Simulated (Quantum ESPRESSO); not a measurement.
# TePb (Fm-3m) in Quantum ESPRESSO: equation of state

How stiff is TePb in PBE, and what volume does it want? The cell is scaled to several volumes.

Everything below comes from runs of Quantum ESPRESSO 7.5. Logs are shortened: lines on timing, memory, paths and dates and some standing lists are left out, and cuts for length are marked.

## 1. The structure

It takes space group Fm-3m (No. 225, cubic). Conventional cell: a = 6.462 Å, b = 6.462 Å, c = 6.462 Å, α = 90.00°, β = 90.00°, γ = 90.00°. Around Pb (site symmetry m-3m) lie 6 Te at 3.23 Å. Te (site symmetry m-3m) has 6 Pb at 3.23 Å as nearest neighbours.

## 2. Single point, PBE, 31.71 Å³/atom

pw.in

```
&CONTROL
  calculation = 'scf'
  prefix = 'pwscf'
  outdir = './tmp'
  pseudo_dir = './pseudo'
  tprnfor = .true.
  tstress = .true.
  disk_io = 'nowf'
/
&SYSTEM
  ibrav = 0
  nat = 2
  ntyp = 2
  ecutwfc = 55
  ecutrho = 440
  nbnd = 16
  occupations = 'smearing'
  smearing = 'fd'
  degauss = 0.00367493
/
&ELECTRONS
  conv_thr = 4d-10
  electron_maxstep = 120
  mixing_beta = 0.5
/
ATOMIC_SPECIES
Pb   207.2000 Pb.pbe-dn-kjpaw_psl.0.2.2.UPF
Te   127.6000 Te_pbe_v1.uspp.F.UPF
CELL_PARAMETERS angstrom
   0.0000000000    3.1650427173    3.1650427173
   3.1650427173    0.0000000000    3.1650427173
   3.1650427173    3.1650427173    0.0000000000
ATOMIC_POSITIONS crystal
Pb     0.0000000000    0.0000000000    0.0000000000
Te     0.5000000000    0.5000000000    0.5000000000
K_POINTS automatic
7 7 7 0 0 0
```

Potentials or basis: SSSP 1.3 efficiency PBE.

The run is started by

```bash
OMP_NUM_THREADS=1 pw.x -in pw.in > pw.out
```

pw.out:

```text
This program is part of the open-source Quantum ESPRESSO suite
     for quantum simulation of materials; please cite
         "P. Giannozzi et al., J. Phys.:Condens. Matter 21 395502 (2009);
         "P. Giannozzi et al., J. Phys.:Condens. Matter 29 465901 (2017);
         "P. Giannozzi et al., J. Chem. Phys. 152 154105 (2020);
     in publications or presentations arising from this work. More details at

     file Pb.pbe-dn-kjpaw_psl.0.2.2.UPF: wavefunction(s)  6S renormalized
     Message from routine setup:
     using ibrav=0 with symmetry is DISCOURAGED, use correct ibrav instead

     Subspace diagonalization in iterative solution of the eigenvalue problem:
     a serial algorithm will be used

     G-vector sticks info
     --------------------
     sticks:   dense  smooth     PW     G-vecs:    dense   smooth      PW
     Sum        2173    1069    313                66539    23505    3767

     Using Slab Decomposition

     bravais-lattice index     =            0
     lattice parameter (alat)  =       8.4585  a.u.
     unit-cell volume          =     427.9227 (a.u.)^3
     number of atoms/cell      =            2
     number of atomic types    =            2
     number of electrons       =        20.00
     number of Kohn-Sham states=           16
     kinetic-energy cutoff     =      55.0000  Ry
     charge density cutoff     =     440.0000  Ry
     scf convergence threshold =      4.0E-10
     mixing beta               =       0.5000
     number of iterations used =            8  plain     mixing
     Exchange-correlation= SLA  PW   PBE  PBE
                           (   1   4   3   4   0   0   0)

     celldm(1)=   8.458502  celldm(2)=   0.000000  celldm(3)=   0.000000
     celldm(4)=   0.000000  celldm(5)=   0.000000  celldm(6)=   0.000000

     crystal axes: (cart. coord. in units of alat)
               a(1) = (   0.000000   0.707107   0.707107 )
               a(2) = (   0.707107   0.000000   0.707107 )
               a(3) = (   0.707107   0.707107   0.000000 )

     reciprocal axes: (cart. coord. in units 2 pi/alat)
               b(1) = ( -0.707107  0.707107  0.707107 )
               b(2) = (  0.707107 -0.707107  0.707107 )
               b(3) = (  0.707107  0.707107 -0.707107 )

     PseudoPot. # 1 for Pb read from file:
     Pb.pbe-dn-kjpaw_psl.0.2.2.UPF
     Pseudo is Projector augmented-wave + core cor, Zval = 14.0
     Generated using "atomic" code by A. Dal Corso  v.5.0.99 svn rev. 10869
     Shape of augmentation charge: PSQ
     Using radial grid of 1281 points,  6 beta functions with:
                l(1) =   0
                l(2) =   0
                l(3) =   1
                l(4) =   1
                l(5) =   2
                l(6) =   2
     Q(r) pseudized with 0 coefficients

     PseudoPot. # 2 for Te read from file:
     Te_pbe_v1.uspp.F.UPF
     Pseudo is Ultrasoft + core correction, Zval =  6.0
     Generated by new atomic code, or converted to UPF format
     Using radial grid of  891 points,  5 beta functions with:
                l(1) =   0
                l(2) =   0
                l(3) =   1
                l(4) =   1
                l(5) =   2
     Q(r) pseudized with  6 coefficients,  rinner =    1.800   1.800   1.800
                                                       1.800   1.800

     atomic species   valence    mass     pseudopotential
     Pb               14.00   207.20000     Pb( 1.00)
     Te                6.00   127.60000     Te( 1.00)

     48 Sym. Ops., with inversion, found

   Cartesian axes

     site n.     atom                  positions (alat units)
         1        Pb     tau(   1) = (   0.0000000   0.0000000   0.0000000  )
         2        Te     tau(   2) = (   0.7071068   0.7071068   0.7071068  )

     number of k points=    20  Fermi-Dirac smearing, width (Ry)=  0.0037
                       cart. coord. in units 2pi/alat
        k(    1) = (   0.0000000   0.0000000   0.0000000), wk =   0.0058309
        k(    2) = (   0.1010153   0.1010153  -0.1010153), wk =   0.0466472
        k(    3) = (   0.2020305   0.2020305  -0.2020305), wk =   0.0466472
        k(    4) = (   0.3030458   0.3030458  -0.3030458), wk =   0.0466472
        k(    5) = (   0.2020305   0.0000000   0.0000000), wk =   0.0349854
        k(    6) = (   0.3030458   0.1010153  -0.1010153), wk =   0.1399417
[... 12 lines left out ...]
        k(   19) = (  -0.1010153  -0.5050763   0.7071068), wk =   0.1399417
        k(   20) = (   0.0000000  -0.4040610   0.6060915), wk =   0.1399417

     Dense  grid:    66539 G-vectors     FFT dimensions: (  60,  60,  60)

     Smooth grid:    23505 G-vectors     FFT dimensions: (  40,  40,  40)

     Initial potential from superposition of free atoms

     starting charge      19.9974, renormalised to      20.0000
     Starting wfcs are   13 randomized atomic wfcs +    3 random wfcs
     Checking if some PAW data can be deallocated...

     Self-consistent Calculation

     iteration #  1     ecut=    55.00 Ry     beta= 0.50
     Davidson diagonalization with overlap
     ethr =  1.00E-02,  avg # of iterations =  5.4

     Threshold (ethr) on eigenvalues was too large:
     Diagonalizing with lowered threshold

     Davidson diagonalization with overlap
     ethr =  1.49E-04,  avg # of iterations =  6.5

     total energy              =    -897.09781612 Ry
     estimated scf accuracy    <       0.02968610 Ry

     iteration #  2     ecut=    55.00 Ry     beta= 0.50
     Davidson diagonalization with overlap
     ethr =  1.48E-04,  avg # of iterations =  2.1

     total energy              =    -897.10547330 Ry
     estimated scf accuracy    <       0.00159138 Ry

     iteration #  3     ecut=    55.00 Ry     beta= 0.50
     Davidson diagonalization with overlap
     c_bands:  1 eigenvalues not converged
     c_bands:  1 eigenvalues not converged
     ethr =  7.96E-06,  avg # of iterations =  8.8

     total energy              =    -897.10675378 Ry
     estimated scf accuracy    <       0.00067088 Ry

     iteration #  4     ecut=    55.00 Ry     beta= 0.50
     Davidson diagonalization with overlap
     ethr =  3.35E-06,  avg # of iterations =  2.2

     total energy              =    -897.10684611 Ry
     estimated scf accuracy    <       0.00013159 Ry

     iteration #  5     ecut=    55.00 Ry     beta= 0.50
     Davidson diagonalization with overlap
     ethr =  6.58E-07,  avg # of iterations =  3.8

     total energy              =    -897.10687848 Ry
     estimated scf accuracy    <       0.00000040 Ry

     iteration #  6     ecut=    55.00 Ry     beta= 0.50
     Davidson diagonalization with overlap
     ethr =  1.98E-09,  avg # of iterations = 10.8

     total energy              =    -897.10688402 Ry
     estimated scf accuracy    <       0.00000016 Ry

     iteration #  7     ecut=    55.00 Ry     beta= 0.50
     Davidson diagonalization with overlap
     ethr =  8.21E-10,  avg # of iterations =  3.3

     total energy              =    -897.10688408 Ry
     estimated scf accuracy    <       0.00000006 Ry

     iteration #  8     ecut=    55.00 Ry     beta= 0.50
     Davidson diagonalization with overlap
     ethr =  2.87E-10,  avg # of iterations =  5.0

     total energy              =    -897.10688412 Ry
     estimated scf accuracy    <       0.00000005 Ry

     iteration #  9     ecut=    55.00 Ry     beta= 0.50
     Davidson diagonalization with overlap
     ethr =  2.60E-10,  avg # of iterations =  1.0

     total energy              =    -897.10688412 Ry
     estimated scf accuracy    <       0.00000002 Ry

     iteration # 10     ecut=    55.00 Ry     beta= 0.50
     Davidson diagonalization with overlap
     ethr =  1.16E-10,  avg # of iterations =  2.5

     total energy              =    -897.10688412 Ry
     estimated scf accuracy    <          8.1E-10 Ry

     iteration # 11     ecut=    55.00 Ry     beta= 0.50
     Davidson diagonalization with overlap
     ethr =  4.03E-12,  avg # of iterations =  4.8

     End of self-consistent calculation

          k = 0.0000 0.0000 0.0000 (  2891 PWs)   bands (ev):

    -8.4460  -8.4460  -8.4314  -8.4314  -8.4314  -4.1610   2.9594   6.8241
     6.8241   6.8241  12.6521  12.6521  12.6521  14.0057  14.0057  14.0057

          k = 0.1010 0.1010-0.1010 (  2930 PWs)   bands (ev):

    -8.4489  -8.4489  -8.4308  -8.4277  -8.4277  -3.9709   2.2776   6.8766
     6.8766   7.2171  11.5903  11.7696  11.7696  13.9383  14.4318  14.4318

          k = 0.2020 0.2020-0.2020 (  2932 PWs)   bands (ev):

    -8.4567  -8.4567  -8.4297  -8.4179  -8.4179  -3.4296   0.9169   7.0443
     7.0443   7.8147  10.1935  10.4685  10.4685  14.5948  15.5566  15.5566

          k = 0.3030 0.3030-0.3030 (  2947 PWs)   bands (ev):

    -8.4634  -8.4634  -8.4290  -8.4098  -8.4098  -2.7233  -0.3044   7.2679
     7.2679   8.3007   9.2025   9.5950   9.5950  16.2439  17.1943  17.1943

          k = 0.2020 0.0000 0.0000 (  2930 PWs)   bands (ev):

    -8.4566  -8.4433  -8.4339  -8.4254  -8.4254  -3.9070   2.2204   6.4586
     6.4586   7.9033  10.3075  12.6696  12.6696  13.0038  15.1829  15.1829

          k = 0.3030 0.1010-0.1010 (  2940 PWs)   bands (ev):

    -8.4682  -8.4458  -8.4336  -8.4191  -8.4164  -3.4823   1.3138   6.2808
     6.3895   7.5789  10.1559  11.9126  12.0659  13.1530  16.0535  16.3044

          k = 0.4041 0.2020-0.2020 (  2954 PWs)   bands (ev):

    -8.4755  -8.4540  -8.4292  -8.4142  -8.4082  -2.8103   0.1326   6.3194
     6.4310   7.0180  10.4835  10.9807  11.2064  14.2014  17.5061  17.8096

          k =-0.2020-0.4041 0.4041 (  2946 PWs)   bands (ev):

    -8.4733  -8.4602  -8.4259  -8.4120  -8.4083  -2.4676  -0.3799   5.7944
     6.8888   7.4614   9.9623  10.0998  11.6256  15.8890  16.7497  17.0666

          k =-0.1010-0.3030 0.3030 (  2941 PWs)   bands (ev):

    -8.4629  -8.4604  -8.4272  -8.4161  -8.4137  -3.0438   0.4379   5.6452
     7.3842   8.1348   9.5407   9.7512  12.2654  14.8005  15.4421  17.9237

          k =-0.0000-0.2020 0.2020 (  2936 PWs)   bands (ev):

    -8.4555  -8.4519  -8.4302  -8.4246  -8.4199  -3.6620   1.5463   6.0552
     7.3287   7.9725  10.1954  10.4227  12.4896  14.2009  14.5184  16.0540

          k = 0.4041 0.0000 0.0000 (  2926 PWs)   bands (ev):

    -8.4900  -8.4394  -8.4371  -8.4113  -8.4113  -3.1964   1.3094   5.7675
     5.7675   6.0590  11.8266  11.9649  13.2479  13.2479  17.3501  17.3671

          k = 0.5051 0.1010-0.1010 (  2958 PWs)   bands (ev):

    -8.5037  -8.4394  -8.4382  -8.4068  -8.4043  -2.6688   0.6967   4.8520
     5.6601   5.8205  11.9641  12.8373  12.9072  13.3791  18.4073  18.7138

          k =-0.1010-0.5051 0.5051 (  2948 PWs)   bands (ev):

    -8.4995  -8.4478  -8.4296  -8.4101  -8.4039  -2.2304   0.0002   4.2871
     5.9892   6.3351  11.6092  11.7307  13.7890  13.8967  17.1673  17.5240

          k = 0.0000-0.4041 0.4041 (  2958 PWs)   bands (ev):

    -8.4815  -8.4563  -8.4190  -8.4189  -8.4101  -2.4692   0.0054   4.5403
     6.6927   7.1699  10.5437  10.6098  13.4642  15.9694  15.9887  16.0785

          k = 0.6061 0.0000 0.0000 (  2954 PWs)   bands (ev):

    -8.5254  -8.4439  -8.4322  -8.3995  -8.3995  -2.3906   0.9795   3.7778
     5.3007   5.3007  11.4295  14.0298  14.0298  14.8564  18.4209  18.8789

          k = 0.0000-0.6061 0.6061 (  2948 PWs)   bands (ev):

    -8.5231  -8.4403  -8.4360  -8.4010  -8.3992  -2.1898   0.6372   3.5303
     5.4152   5.5504  11.8085  13.3525  13.5963  15.1350  18.6058  18.7100

          k = 0.4041 0.2020 0.0000 (  2954 PWs)   bands (ev):

    -8.4816  -8.4475  -8.4326  -8.4121  -8.4117  -2.9865   0.6947   5.3212
     6.2252   7.1250  10.7220  11.4195  12.5575  13.9089  16.8564  17.5348

          k =-0.2020-0.4041 0.6061 (  2945 PWs)   bands (ev):

    -8.4887  -8.4526  -8.4257  -8.4152  -8.4051  -2.3938  -0.0202   4.9647
     5.3636   7.7355   9.8338  12.2887  12.9475  14.5610  16.3101  18.0001

          k =-0.1010-0.5051 0.7071 (  2938 PWs)   bands (ev):

    -8.5121  -8.4411  -8.4357  -8.4075  -8.3995  -2.2630   0.4330   4.0323
     4.8382   6.6305  11.5972  12.2967  14.2996  14.4580  17.1835  18.9438

          k = 0.0000-0.4041 0.6061 (  2965 PWs)   bands (ev):

    -8.5039  -8.4479  -8.4259  -8.4166  -8.3996  -2.1079   0.0934   4.0392
     4.7288   7.5867  10.2943  13.1100  13.9903  14.6597  15.9312  19.0138

     the Fermi energy is     8.7541 ev

!    total energy              =    -897.10688412 Ry
     estimated scf accuracy    <          1.8E-10 Ry
     smearing contrib. (-TS)   =      -0.00000045 Ry
     internal energy E=F+TS    =    -897.10688368 Ry

     The total energy is F=E-TS. E is the sum of the following terms:
     one-electron contribution =     -39.87733897 Ry
     hartree contribution      =      34.30274432 Ry
     xc contribution           =     -58.86349478 Ry
     ewald contribution        =    -104.22586558 Ry
     one-center paw contrib.   =    -728.44292867 Ry

     convergence has been achieved in  11 iterations

     Forces acting on atoms (cartesian axes, Ry/au):

     atom    1 type  1   force =    -0.00000000    0.00000000    0.00000000
     atom    2 type  2   force =     0.00000000   -0.00000000   -0.00000000

     Total force =     0.000000     Total SCF correction =     0.000000

     Computing stress (Cartesian axis) and pressure

          total   stress  (Ry/bohr**3)                   (kbar)     P=       53.55
   0.00036403  -0.00000000  -0.00000000           53.55       -0.00       -0.00
  -0.00000000   0.00036403   0.00000000           -0.00       53.55        0.00
   0.00000000   0.00000000   0.00036403            0.00        0.00       53.55

=------------------------------------------------------------------------------=
   JOB DONE.
=------------------------------------------------------------------------------=
```

It took 41 s on 1 thread of Intel Xeon Platinum 8259CL at 2.50GHz (Skylake/Cascade Lake), shared host; peak memory 0.3 GiB.

What came out:

| Property | Result |
| --- | --- |
| Free energy | -12205.7610 eV |
| Pressure | 5.4 GPa |

Caveat: this odd mesh misses L, where the gap lies, so gap, dielectric constants and Born charges aren't listed.

## 3. Single point, PBE, 32.38 Å³/atom

Changes to pw.in since step 2:

```diff
@@ -29,5 +29,5 @@
 CELL_PARAMETERS angstrom
-   0.0000000000    3.1650427173    3.1650427173
-   3.1650427173    0.0000000000    3.1650427173
-   3.1650427173    3.1650427173    0.0000000000
+   0.0000000000    3.1873324849    3.1873324849
+   3.1873324849    0.0000000000    3.1873324849
+   3.1873324849    3.1873324849    0.0000000000
 ATOMIC_POSITIONS crystal
```

Potentials or basis: SSSP 1.3 efficiency PBE.

The run is started by

```bash
OMP_NUM_THREADS=1 pw.x -in pw.in > pw.out
```

It took 53 s on 1 thread of Intel Xeon Platinum 8259CL at 2.50GHz (Skylake/Cascade Lake), shared host; peak memory 0.31 GiB.

It converged, with:

```
Free energy : -12205.8014 eV
Pressure    : 4.1 GPa
```

Caveat: this odd mesh misses L, where the gap lies, so gap, dielectric constants and Born charges aren't listed.

## 4. Single point, PBE, 33.05 Å³/atom

Changes to pw.in since step 3:

```diff
@@ -29,5 +29,5 @@
 CELL_PARAMETERS angstrom
-   0.0000000000    3.1873324849    3.1873324849
-   3.1873324849    0.0000000000    3.1873324849
-   3.1873324849    3.1873324849    0.0000000000
+   0.0000000000    3.2093147829    3.2093147829
+   3.2093147829    0.0000000000    3.2093147829
+   3.2093147829    3.2093147829    0.0000000000
 ATOMIC_POSITIONS crystal
```

The run is started by

```bash
OMP_NUM_THREADS=1 pw.x -in pw.in > pw.out
```

Run time: 52 s. Hardware: 1 thread of Intel Xeon Platinum 8259CL at 2.50GHz (Skylake/Cascade Lake), shared host; peak memory 0.31 GiB.

It converged, with:

```yaml
Free_energy: -12205.8319 eV
Pressure: 3.0 GPa
```

Caveat: this odd mesh misses L, where the gap lies, so gap, dielectric constants and Born charges aren't listed.

## 5. Single point, PBE, 33.73 Å³/atom

Changes to pw.in since step 4:

```diff
@@ -29,5 +29,5 @@
 CELL_PARAMETERS angstrom
-   0.0000000000    3.2093147829    3.2093147829
-   3.2093147829    0.0000000000    3.2093147829
-   3.2093147829    3.2093147829    0.0000000000
+   0.0000000000    3.2310000000    3.2310000000
+   3.2310000000    0.0000000000    3.2310000000
+   3.2310000000    3.2310000000    0.0000000000
 ATOMIC_POSITIONS crystal
```

The run is started by

```bash
OMP_NUM_THREADS=1 pw.x -in pw.in > pw.out
```

It took 50 s on 1 thread of Intel Xeon Platinum 8259CL at 2.50GHz (Skylake/Cascade Lake), shared host; peak memory 0.32 GiB.

Results (log left out):

```
Free energy : -12205.8534 eV
Pressure    : 2.0 GPa
```

Caveat: this odd mesh misses L, where the gap lies, so gap, dielectric constants and Born charges aren't listed.

## 6. Single point, PBE, 34.40 Å³/atom

Changes to pw.in since step 5:

```diff
@@ -29,5 +29,5 @@
 CELL_PARAMETERS angstrom
-   0.0000000000    3.2310000000    3.2310000000
-   3.2310000000    0.0000000000    3.2310000000
-   3.2310000000    3.2310000000    0.0000000000
+   0.0000000000    3.2523979746    3.2523979746
+   3.2523979746    0.0000000000    3.2523979746
+   3.2523979746    3.2523979746    0.0000000000
 ATOMIC_POSITIONS crystal
```

Potentials or basis: SSSP 1.3 efficiency PBE.

The run is started by

```bash
OMP_NUM_THREADS=1 pw.x -in pw.in > pw.out
```

It took 44 s on 1 thread of Intel Xeon Platinum 8259CL at 2.50GHz (Skylake/Cascade Lake), shared host; peak memory 0.32 GiB.

Results (log left out):

* Free energy: -12205.8669 eV
* Pressure: 1.1 GPa

Caveat: this odd mesh misses L, where the gap lies, so gap, dielectric constants and Born charges aren't listed.

## 7. Single point, PBE, 35.08 Å³/atom

Changes to pw.in since step 6:

```diff
@@ -29,5 +29,5 @@
 CELL_PARAMETERS angstrom
-   0.0000000000    3.2523979746    3.2523979746
-   3.2523979746    0.0000000000    3.2523979746
-   3.2523979746    3.2523979746    0.0000000000
+   0.0000000000    3.2735180337    3.2735180337
+   3.2735180337    0.0000000000    3.2735180337
+   3.2735180337    3.2735180337    0.0000000000
 ATOMIC_POSITIONS crystal
```

The run is started by

```bash
OMP_NUM_THREADS=1 pw.x -in pw.in > pw.out
```

Run time: 62 s. Hardware: 1 thread of Intel Xeon Platinum 8259CL at 2.50GHz (Skylake/Cascade Lake), shared host; peak memory 0.33 GiB.

The run converged. Its results:

```yaml
Free_energy: -12205.8731 eV
Pressure: 0.3 GPa
```

Caveat: this odd mesh misses L, where the gap lies, so gap, dielectric constants and Born charges aren't listed.

## 8. Single point, PBE, 35.75 Å³/atom

Changes to pw.in since step 7:

```diff
@@ -29,5 +29,5 @@
 CELL_PARAMETERS angstrom
-   0.0000000000    3.2735180337    3.2735180337
-   3.2735180337    0.0000000000    3.2735180337
-   3.2735180337    3.2735180337    0.0000000000
+   0.0000000000    3.2943690292    3.2943690292
+   3.2943690292    0.0000000000    3.2943690292
+   3.2943690292    3.2943690292    0.0000000000
 ATOMIC_POSITIONS crystal
```

The run is started by

```bash
OMP_NUM_THREADS=1 pw.x -in pw.in > pw.out
```

Wall time 57 s (1 thread of Intel Xeon Platinum 8259CL at 2.50GHz (Skylake/Cascade Lake), shared host); peak memory 0.34 GiB.

Results (log left out):

```
Free energy : -12205.8729 eV
Pressure    : -0.5 GPa
```

Caveat: this odd mesh misses L, where the gap lies, so gap, dielectric constants and Born charges aren't listed.

## 9. Equation of state, PBE

Potentials or basis: SSSP 1.3 efficiency PBE.

No new run: the results of the series are fitted here.

Results:

| Item | Value |
| --- | --- |
| Equilibrium volume | 35.39 Å³/atom |
| Bulk modulus | 39 GPa |
| Pressure derivative of the bulk modulus | 4.6 |

Energy against volume, from the lowest point:
| volume (Å³/atom) | energy (meV/atom) |
| --- | --- |
| 31.706 | 56.09 |
| 32.380 | 35.87 |
| 33.055 | 20.62 |
| 33.730 | 9.87 |
| 34.404 | 3.13 |
| 35.079 | 0.00 |
| 35.753 | 0.13 |

Caveat: this odd mesh misses L, where the gap lies, so gap, dielectric constants and Born charges aren't listed.
